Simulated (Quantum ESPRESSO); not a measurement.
Crystal: Pt.

```xyz
1
Lattice="0.0000 1.9609 1.9609 1.9609 0.0000 1.9609 1.9609 1.9609 0.0000" Properties=species:S:1:pos:R:3 pbc="T T T"
Pt    0.0000    0.0000    0.0000
```

| Property | Result |
| --- | --- |
| Program | Quantum ESPRESSO 7.5 |
| Task | relaxation of cell and atoms |
| Functional | PBEsol |
| Dispersion | D3(BJ) |
| Potentials or basis | GBRV 1.5 PBEsol |
| Cutoff | 612 eV |
| Density cutoff | 4898 eV |
| k mesh | 12 × 12 × 12 |
| Occupations | fermi-dirac, width 0.05 eV |
| Spin | no spin polarisation |

At the start: pressure -7.4 GPa; volume 15.08 Å³/atom.

How do energy, volume and symmetry change on relaxing?

Over 3 steps the energy falls by 7.6 meV/atom and the volume is 14.70 Å³/atom (-2.5 %); space group Fm-3m (No. 225, to 0.05 Å).

Step by step:
```
step  energy change (eV)  largest force (eV/Å)  pressure (GPa)  volume (Å³)
   1              0.0000                0.0000           -7.45        15.08
   2             -0.0071                0.0000            1.43        14.63
   3             -0.0076                0.0000           -0.06        14.70
```

Final structure:
```
Pt
1.0
     2.74982    0.00000    0.00000
     1.37491    2.38141    0.00000
     1.37491    0.79380    2.24522
Pt
1
Cartesian
  0.0000 0.0000 0.0000
```

Caveat: pairwise dispersion overbinds metals, which lowers pressure and volume.
